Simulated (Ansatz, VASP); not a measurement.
This is a calculation of Re for VASP 6.6.1.

The input INCAR:

```
PREC = Accurate ; ENCUT = 520
EDIFF = 1E-7 ; ISMEAR = -1
SIGMA = 0.05 ; LREAL = False
LASPH = True ; NELM = 60
ALGO = Normal ; ISIF = 2
LWAVE = False ; LCHARG = False
GGA = PS ; NBANDS = 14
```

KPOINTS

```
regular mesh
0
Gamma
  11 11 6
```

POSCAR

```
Re
1.0
    2.7234873179      0.0000000000      0.0000000000
   -1.3617436590      2.3586092042      0.0000000000
    0.0000000000      0.0000000000      4.3979466679
Re
2
Direct
    0.6666666667      0.3333333333      0.7500000000
    0.3333333333      0.6666666667      0.2500000000
```

Potentials or basis: VASP PAW PBE potentials, release 64 (Re).

The run is started by

```console
$ cat potpaw_PBE.64/Re/POTCAR > POTCAR
$ mpirun -np 1 vasp_std > vasp.out
```

Set up the same calculation for Ansatz 0.2.0. Potentials there: JTH PAW.

As run (the cutoff follows the program's own potentials):

input.yaml

```yaml
crystal:
  lattice:
    - [2.7234873179, 0.0, 0.0]
    - [-1.361743659, 2.3586092042, 0.0]
    - [0.0, 0.0, 4.3979466679]
  atoms:
    - { symbol: Re, position: [0.6666666667, 0.3333333333, 0.75] }
    - { symbol: Re, position: [0.3333333333, 0.6666666667, 0.25] }
hamiltonian:
  xc: pbesol
  pseudopotentials: { kind: paw, source: jth, xc_functional: pbe }
kpoints:
  mp_grid: { grid: [11, 11, 6] }
scf:
  occupations: { method: fermi_dirac, width: 0.05 }
output:
  forces: true
  stress: true
  eigenvalues: true
```

Potentials or basis: JTH PAW.

Command:

```bash
$ ansatz run input.yaml --threads 2 --pin off --max-ram 5632MiB --backend cpu --events-out ev --progress --plain --runs-dir out
```

Both were run:

|  | VASP | Ansatz | Ansatz less VASP |
| --- | --- | --- | --- |
| gap on the k mesh at the Fermi level (eV) | none | none | - |
| pressure (GPa) | 12.7 | 12.8 | +0.02 |
| largest component of the traceless stress (GPa) | 0.06 | 0.19 | +0.127 |

A gap of «none» marks a metal or a gap that the smearing closes. The two sets of potentials don't hold the same shells in valence.

Caveats: the PAW data sets were made with another functional, which shifts forces and pressure a little (VASP). Spin-orbit coupling is left out, which matters for the levels of Re.
